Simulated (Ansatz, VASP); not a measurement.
## Two plane-wave programs on WC

```
W C
1.0
     0.00000    2.35067    2.35067
     2.35067    0.00000    2.35067
     2.35067    2.35067    0.00000
W C
1 1
Direct
  0.00000 0.00000 0.00000
  0.25000 0.25000 0.25000
```

Alike in both runs: functional PBE; k mesh 8 × 8 × 8; occupations gaussian, width 0.1 eV; no spin polarisation.

Ansatz relaxed the structure, and its values are those at the end. VASP's run is a single point on that final structure, the one shown.

```csv
,VASP,Ansatz
version,VASP 6.6.1,Ansatz 0.2.0
potentials or method,"VASP PAW PBE potentials, release 64 (W_sv, C)","scalar-relativistic, plane waves, PAW"
plane-wave cutoff (eV),520,420
valence electrons in the cell,18,18
```

VASP gave:

| Item | Value |
| --- | --- |
| gap on the k mesh at the Fermi level (eV) | none |
| pressure (GPa) | 0.3 |

Estimate Ansatz's values.

gap on the k mesh at the Fermi level (eV): none; pressure (GPa): -0.4.

A gap of «none» marks a metal or a gap that the smearing closes.

The runs have no spin-orbit coupling, so splittings on W are missing.
